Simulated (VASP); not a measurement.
# Sb (R-3m) in VASP: further runs

One crystal, Sb, is run at these levels: PBE+D3(BJ), LDA; tasks: relaxation of cell and atoms.

Program: VASP 6.6.1. These are calculated values, not measurements. Logs are shortened: lines on timing, memory, paths and dates and some standing lists are left out, and cuts for length are marked.

## 1. The crystal as given

Symmetry: R-3m, No. 166, trigonal system. Conventional cell: a = 4.325 Å, b = 4.325 Å, c = 11.033 Å, α = 90.00°, β = 90.00°, γ = 120.00°. Sb (site symmetry 3m) has 6 Sb at 2.93 to 3.29 Å as nearest neighbours.

## 2. Relaxation of cell and atoms, PBE+D3(BJ)

The input, INCAR:

```
SYSTEM = Sb
PREC = Accurate
ENCUT = 600
EDIFF = 1E-7
ISMEAR = 1
SIGMA = 0.1
LREAL = .False.
LASPH = .True.
NELM = 80
ALGO = Normal
ISIF = 3
LWAVE = .False.
LCHARG = .False.
GGA = PE
IVDW = 12
IBRION = 2
NSW = 90
EDIFFG = -0.005
```

The input, KPOINTS:

```
Automatic mesh
0
Gamma
  10 10 10
  0 0 0
```

The input, POSCAR:

```
Sb                                      
1.0
    2.1624919386      1.2485153029      3.6776869528
   -2.1624919386      1.2485153029      3.6776869528
    0.0000000000     -2.4970306058      3.6776869528
  Sb            
     2
Direct
     0.2365032212386784    0.2365032212386784    0.2365032212386784
     0.7634967787613215    0.7634967787613215    0.7634967787613215
```

Potentials or basis: VASP PAW PBE potentials, release 64 (Sb).

The run is started by

```console
> cat potpaw_PBE.64/Sb/POTCAR > POTCAR
> mpirun -np 1 vasp_std > vasp.out
```

OUTCAR:

```text
SYSTEM = Sb
   PREC = Accurate
   ENCUT = 600
   EDIFF = 1E-7
   ISMEAR = 1
   LREAL = .False.
   LASPH = .True.
   NELM = 80
   ISIF = 3
   GGA = PE
   IVDW = 12
   IBRION = 2
   NSW = 90
   EDIFFG = -0.005
 IVDW          = 12

 ion  position               nearest neighbor table
   1  0.237  0.237  0.237-   2 2.93   2 2.93   2 2.93   2 3.29   2 3.29   2 3.29
   2  0.763  0.763  0.763-   1 2.93   1 2.93   1 2.93   1 3.29   1 3.29   1 3.29

  LATTYP: Found a trigonal (rhomboedric) cell.
 ALAT       =     4.4452832496
 COS(alpha) =     0.5266960686

  Lattice vectors:

 A1 = (   2.1624919386,   1.2485153029,   3.6776869528)
 A2 = (  -2.1624919386,   1.2485153029,   3.6776869528)
 A3 = (   0.0000000000,  -2.4970306058,   3.6776869528)

Analysis of symmetry for initial positions (statically):
=====================================================================
 Subroutine PRICEL returns:
 Original cell was already a primitive cell.

 Routine SETGRP: Setting up the symmetry group for a
 trigonal (rhombohedral) supercell.

 Subroutine GETGRP returns: Found 12 space group operations
 (whereof 12 operations were pure point group operations)
 out of a pool of 12 trial point group operations.

The static configuration has the point symmetry D_3d.

Analysis of symmetry for dynamics (positions and initial velocities):
=====================================================================
 Subroutine PRICEL returns:
 Original cell was already a primitive cell.

 Routine SETGRP: Setting up the symmetry group for a
 trigonal (rhombohedral) supercell.

 Subroutine GETGRP returns: Found 12 space group operations
 (whereof 12 operations were pure point group operations)
 out of a pool of 12 trial point group operations.

The dynamic configuration has the point symmetry D_3d.

 Subroutine INISYM returns: Found 12 space group operations
 (whereof 12 operations are pure point group operations),
 and found     1 'primitive' translations

----------------------------------------------------------------------------------------

                                     Primitive cell

  volume of cell :      59.5764

  direct lattice vectors                    reciprocal lattice vectors
     2.162491939  1.248515303  3.677686953     0.231214735  0.133491889  0.090636679
    -2.162491939  1.248515303  3.677686953    -0.231214735  0.133491889  0.090636679
     0.000000000 -2.497030606  3.677686953     0.000000000 -0.266983779  0.090636679

  length of vectors
     4.445283250  4.445283250  4.445283250     0.281949190  0.281949190  0.281949190

  position of ions in fractional coordinates (direct lattice)
     0.236503221  0.236503221  0.236503221
     0.763496779  0.763496779  0.763496779

  ion indices of the primitive-cell ions
   primitive index   ion index
                 1           1
                 2           2

----------------------------------------------------------------------------------------

 KPOINTS: Automatic mesh

Automatic generation of k-mesh.
 Grid dimensions read from file:
 generate k-points for:   10   10   10

 Generating k-lattice:

  Cartesian coordinates                     Fractional coordinates (reciprocal lattice)
     0.023121473  0.013349189  0.009063668     0.100000000  0.000000000  0.000000000
    -0.023121473  0.013349189  0.009063668     0.000000000  0.100000000  0.000000000
     0.000000000 -0.026698378  0.009063668     0.000000000  0.000000000  0.100000000

  Length of vectors
     0.028194919  0.028194919  0.028194919

  Shift w.r.t. Gamma in fractional coordinates (k-lattice)
[... 60 lines left out ...]
   POTIM  = 0.5000    time-step for ionic-motion
   TEBEG  =    0.0;   TEEND  =   0.0 temperature during run
   PSTRESS=    0.0 pullay stress
   NELECT =      10.0000    total number of electrons
   NUPDOWN=      -1.0000    fix difference up-down
   EMIN   =  10.00;   EMAX   =-10.00  energy-range for DOS
   EFERMI =   0.00;   METHOD = LEGACY
   ISMEAR =     1;   SIGMA  =   0.10  broadening in eV -4-tet -1-fermi 0-gaus
   EFERMI_NEDOS =   21; number of points for ismear=-14 and -15
   IALGO  =     38    algorithm
   IMIX   =      4    mixing-type and parameters
     AMIX     =   0.40;   BMIX     =  1.00
     AMIX_MAG =   1.60;   BMIX_MAG =  1.00
  volume/ion in A,a.u.               =      29.79       201.02
  Fermi-wavevector in a.u.,A,eV,Ry     =   0.903060  1.706536 11.095792  0.815518
  Thomas-Fermi vector in A             =   2.026340
   LORBIT       =      0    0 simple, 1 ext, 2 COOP (PROOUT), +10 PAW based schemes
   GGA     = PE    functional components
   LHFCALC =     F    Hartree Fock is set to
   AEXX    =    0.0000 exact exchange contribution
   IVDW    =    12    specifies the selected vdW correction
   LEPSILON=     F    determine dielectric tensor
   LRPA    =     F    only Hartree local field effects (RPA)
 conjugate gradient relaxation of ions
 non-spin polarized calculation
 Methfessel and Paxton  Order N= 1 SIGMA  =   0.10
  energy-cutoff  :      600.00
  volume of cell :       59.58
 maximum number of plane-waves:      2018
   NGX = 17   NGY = 17   NGZ = 17

--------------------------------------- Ionic step        1  -------------------------------------------

 number of electron      10.0000000 magnetization

 Free energy of the ion-electron system (eV)
  ---------------------------------------------------
  ext. energy  EPLUGINS =         0.00000000
  ---------------------------------------------------
  free energy    TOTEN  =        -8.24784310 eV

  energy without entropy =       -8.24770849  energy(sigma->0) =       -8.24779823

------------------------ aborting loop because EDIFF is reached ----------------------------------------

 Edisp (eV)   -0.95888

 E8    (eV) :    -0.4474

  FORCE on cell =-STRESS in cart. coord.  units (eV):
  Direction    XX          YY          ZZ          XY          YZ          ZX
  --------------------------------------------------------------------------------------
  -------------------------------------------------------------------------------------
  Total      -0.00784    -0.00784    -0.01001     0.00000     0.00000    -0.00000
  in kB      -0.21096    -0.21096    -0.26908     0.00000     0.00000    -0.00000
  external pressure =       -0.23 kB  Pullay stress =        0.00 kB

 VOLUME and BASIS-vectors are now :
 -----------------------------------------------------------------------------
  energy-cutoff  :      600.00
  volume of cell :       59.58
      direct lattice vectors                 reciprocal lattice vectors
     2.162491939  1.248515303  3.677686953     0.231214735  0.133491889  0.090636679
    -2.162491939  1.248515303  3.677686953    -0.231214735  0.133491889  0.090636679
     0.000000000 -2.497030606  3.677686953     0.000000000 -0.266983779  0.090636679

 POSITION                                       TOTAL-FORCE (eV/Angst)
 -----------------------------------------------------------------------------------
      0.00000      0.00000      2.60935         0.000000     -0.000000     -0.006182
      0.00000      0.00000      8.42371         0.000000      0.000000      0.006182
 -----------------------------------------------------------------------------------
    total drift:                                0.000000      0.000000     -0.000000

  FREE ENERGIE OF THE ION-ELECTRON SYSTEM (eV)
  ---------------------------------------------------
  free  energy   TOTEN  =        -9.2067218808 eV

  energy  without entropy=       -9.2065872704  energy(sigma->0) =       -9.20667701

--------------------------------------- Ionic step        2  -------------------------------------------

 number of electron      10.0000000 magnetization

 Free energy of the ion-electron system (eV)
  ---------------------------------------------------
  ext. energy  EPLUGINS =         0.00000000
  ---------------------------------------------------
  free energy    TOTEN  =        -8.24723081 eV

  energy without entropy =       -8.24709792  energy(sigma->0) =       -8.24718652

 E-fermi :   7.3622     XC(G=0):  -9.6050

 val. band max:        7.3585879533   @ k =   0.4000   0.1000   0.1000
 cond. band min:       7.4354959129   @ k =  -0.4000   0.5000   0.4000
 fundamental gap:      0.0769079596
 Fermi energy:         7.3622050453

 k-point     1 :       0.0000    0.0000    0.0000
  band No.  band energies     occupation
      1      -5.3171      2.00000
      2       2.7345      2.00000
      3       5.4508      2.00000
      4       5.5982      2.00000
      5       5.5982      2.00000
      6       9.7968      0.00000
      7      10.2604      0.00000
      8      10.2604      0.00000
      9      12.3539      0.00000
[... 265 lines left out ...]
 k-point    24 :       0.4000    0.3000    0.0000
  band No.  band energies     occupation
      1      -3.6306      2.00000
      2      -0.1737      2.00000
      3       3.0913      2.00000
      4       4.0575      2.00000
      5       4.2711      2.00000
      6       9.6302      0.00000
      7      11.4842      0.00000
      8      11.6949      0.00000
      9      12.0317      0.00000

 [... further k-points ...]

------------------------ aborting loop because EDIFF is reached ----------------------------------------

 Edisp (eV)   -0.95950

 E8    (eV) :    -0.4477

  FORCE on cell =-STRESS in cart. coord.  units (eV):
  Direction    XX          YY          ZZ          XY          YZ          ZX
  --------------------------------------------------------------------------------------
  -------------------------------------------------------------------------------------
  Total       0.00803     0.00803     0.00646    -0.00000     0.00000     0.00000
  in kB       0.21601     0.21601     0.17392    -0.00000     0.00000     0.00000
  external pressure =        0.20 kB  Pullay stress =        0.00 kB

 VOLUME and BASIS-vectors are now :
 -----------------------------------------------------------------------------
  energy-cutoff  :      600.00
  volume of cell :       59.54
      direct lattice vectors                 reciprocal lattice vectors
     2.162082754  1.248279060  3.676799353     0.231258493  0.133517153  0.090658560
    -2.162082754  1.248279060  3.676799353    -0.231258493  0.133517153  0.090658560
     0.000000000 -2.496558121  3.676799353     0.000000000 -0.267034307  0.090658560

 POSITION                                       TOTAL-FORCE (eV/Angst)
 -----------------------------------------------------------------------------------
      0.00000      0.00000      2.60843         0.000000      0.000000     -0.000587
      0.00000      0.00000      8.42197         0.000000     -0.000000      0.000587
 -----------------------------------------------------------------------------------
    total drift:                               -0.000000     -0.000000     -0.000000

  FREE ENERGIE OF THE ION-ELECTRON SYSTEM (eV)
  ---------------------------------------------------
  free  energy   TOTEN  =        -9.2067259650 eV

  energy  without entropy=       -9.2065930727  energy(sigma->0) =       -9.20668167

 reached required accuracy - stopping structural energy minimisation
```

Wall time 39 s (1 thread of Intel Xeon 6975P-C (Granite Rapids), shared host); peak memory 0.25 GiB.

What came out:

| Quantity | Value |
| --- | --- |
| Free energy | -9.2067 eV |
| Relaxed volume | 29.77 Å³/atom |
| Relaxed cell | a = 4.444 Å, b = 4.444 Å, c = 4.444 Å, α = 58.22°, β = 58.22°, γ = 58.22° |
| Space group after relaxing (to 0.05 Å) | R-3m (No. 166) |
| Energy gained by relaxing | 0.0 meV/atom |
| Ionic steps | 2 |
| Pressure after relaxing | 0.0 GPa |
| Band gap on the k mesh | none (metal or under the smearing width) |
| Dispersion energy per atom | -0.480 eV |

Final structure:
```xyz
2
Lattice="2.1621 1.2483 3.6768 -2.1621 1.2483 3.6768 0.0000 -2.4966 3.6768" Properties=species:S:1:pos:R:3 pbc="T T T"
Sb    0.0000    0.0000    2.6084
Sb    0.0000    0.0000    8.4220
```

Caveat: pairwise dispersion overbinds metals, which lowers pressure and volume.

## 3. Relaxation of cell and atoms, LDA

This run uses another cell than the first one, of 30.21 Å³/atom, 1.014 times its volume.

The input, INCAR:

```
PREC = Accurate
ENCUT = 600
EDIFF = 1E-6
ISMEAR = 1
SIGMA = 0.1
LREAL = False
LASPH = True
NELM = 80
ALGO = Normal
ISIF = 3
LWAVE = False
LCHARG = False
GGA = CA
IBRION = 2
NSW = 90
EDIFFG = -0.01
KPAR = 2
```

The input, KPOINTS:

```
regular mesh
0
Gamma
  10 10 10
```

The input, POSCAR:

```
Sb
1.0
    2.1542000000      1.2437279499      3.7580000000
   -2.1542000000      1.2437279499      3.7580000000
    0.0000000000     -2.4874558998      3.7580000000
Sb
2
Direct
    0.2334900000      0.2334900000      0.2334900000
    0.7665100000      0.7665100000      0.7665100000
```

Potentials or basis: VASP PAW LDA potentials, release 64 (Sb).

The run is started by

```console
> cat potpaw_LDA.64/Sb/POTCAR > POTCAR
> mpirun -np 2 vasp_std > vasp.out
```

OUTCAR:

```text
PREC = Accurate
   ENCUT = 600
   EDIFF = 1E-6
   ISMEAR = 1
   LREAL = False
   LASPH = True
   NELM = 80
   ISIF = 3
   GGA = CA
   IBRION = 2
   NSW = 90
   EDIFFG = -0.01

 ion  position               nearest neighbor table
   1  0.233  0.233  0.233-   2 2.91   2 2.91   2 2.91   2 3.35   2 3.35   2 3.35
   2  0.767  0.767  0.767-   1 2.91   1 2.91   1 2.91   1 3.35   1 3.35   1 3.35

  LATTYP: Found a trigonal (rhomboedric) cell.
 ALAT       =     4.5066618304
 COS(alpha) =     0.5430253624

  Lattice vectors:

 A1 = (   2.1542000000,   1.2437279499,   3.7580000000)
 A2 = (  -2.1542000000,   1.2437279499,   3.7580000000)
 A3 = (   0.0000000000,  -2.4874558998,   3.7580000000)

Analysis of symmetry for initial positions (statically):
[... 374 lines left out ...]

 k-point     1 :       0.0000    0.0000    0.0000
  band No.  band energies     occupation
      1      -5.3976      2.00000
      2       2.7937      2.00000
      3       5.4977      2.00000
      4       5.6394      2.00000
      5       5.6394      2.00000
      6       9.8433      0.00000
      7      10.3234      0.00000
      8      10.3234      0.00000
      9      12.4161      0.00000
[... 265 lines left out ...]
 k-point    24 :       0.4000    0.3000   -0.0000
  band No.  band energies     occupation
      1      -3.6839      2.00000
      2      -0.1662      2.00000
      3       3.0897      2.00000
      4       4.0771      2.00000
      5       4.2979      2.00000
      6       9.6537      0.00000
      7      11.5707      0.00000
      8      11.7837      0.00000
      9      12.1428      0.00000

 [... further k-points ...]

------------------------ aborting loop because EDIFF is reached ----------------------------------------

  FORCE on cell =-STRESS in cart. coord.  units (eV):
  Direction    XX          YY          ZZ          XY          YZ          ZX
  --------------------------------------------------------------------------------------
  -------------------------------------------------------------------------------------
  Total        0.0024880      0.0024880     -0.0088555      0.0000000      0.0000000      0.0000000
  in kB        0.0680471      0.0680471     -0.2422011      0.0000000      0.0000000      0.0000000
  external PRESSURE =      -0.0353690 kB  Pullay stress =       0.0000000 kB
[... 17 lines left out ...]
  FREE ENERGIE OF THE ION-ELECTRON SYSTEM (eV)
  ---------------------------------------------------
  free  energy   TOTEN  =        -9.6312198174 eV

  energy  without entropy=       -9.6311691844  energy(sigma->0) =       -9.63120294

 reached required accuracy - stopping structural energy minimisation
```

Wall time 94 s (2 MPI ranks of Intel Xeon 6975P-C (Granite Rapids), shared host); peak memory 0.2 GiB.

What came out:

```
Free energy                            : -9.6312 eV
Relaxed volume                         : 29.29 Å³/atom
Relaxed cell                           : a = 4.420 Å, b = 4.420 Å, c = 4.420 Å, α = 58.22°, β = 58.22°, γ = 58.22°
Space group after relaxing (to 0.05 Å) : R-3m (No. 166)
Energy gained by relaxing              : 5.3 meV/atom
Ionic steps                            : 10
Pressure after relaxing                : 0.0 GPa
Band gap on the k mesh                 : none (metal or under the smearing width)
```

The path:
```
step  energy change (eV)  largest force (eV/Å)  pressure (GPa)  volume (Å³)
   1              0.0000                0.1054           -0.91        60.41
   2             -0.0046                0.1897            0.42        58.93
   3             -0.0047                0.1818            0.29        59.06
   4             -0.0085                0.1011            0.21        58.81
   5             -0.0105                0.0049            0.13        58.48
   6             -0.0105                0.0027            0.12        58.45
   7             -0.0105                0.0115           -0.14        58.71
   8             -0.0105                0.0073           -0.02        58.59
   9             -0.0105                0.0072           -0.02        58.59
  10             -0.0105                0.0009            0.00        58.58
```

Final structure:
```yaml
crystal:
  lattice:
    - [2.15039, 1.24153, 3.65698]
    - [-2.15039, 1.24153, 3.65698]
    - [0.00000, -2.48306, 3.65698]
  atoms:
    - { symbol: Sb, position: [0.23623, 0.23623, 0.23623] }
    - { symbol: Sb, position: [0.76377, 0.76377, 0.76377] }
```

Levels at points of the mesh, in eV from the Fermi level:
| k point | band 1 | band 2 | band 3 | band 4 | band 5 | band 6 | band 7 | band 8 | band 9 |
| --- | --- | --- | --- | --- | --- | --- | --- | --- | --- |
| (0.00, 0.00, 0.00) | -12.80 | -4.61 | -1.91 | -1.77 | -1.77 | 2.44 | 2.92 | 2.92 | 5.01 |
| (0.50, 0.00, 0.00) | -10.34 | -9.73 | -1.68 | -1.50 | -0.23 | -0.10 | 0.30 | 0.35 | 7.95 |
| (0.50, 0.50, 0.00) | -10.34 | -7.86 | -5.58 | -3.75 | -3.70 | 1.67 | 5.19 | 5.58 | 7.28 |
| (0.50, 0.50, 0.50) | -11.01 | -9.17 | -1.18 | -1.18 | -0.39 | 0.01 | 0.01 | 1.03 | 7.40 |
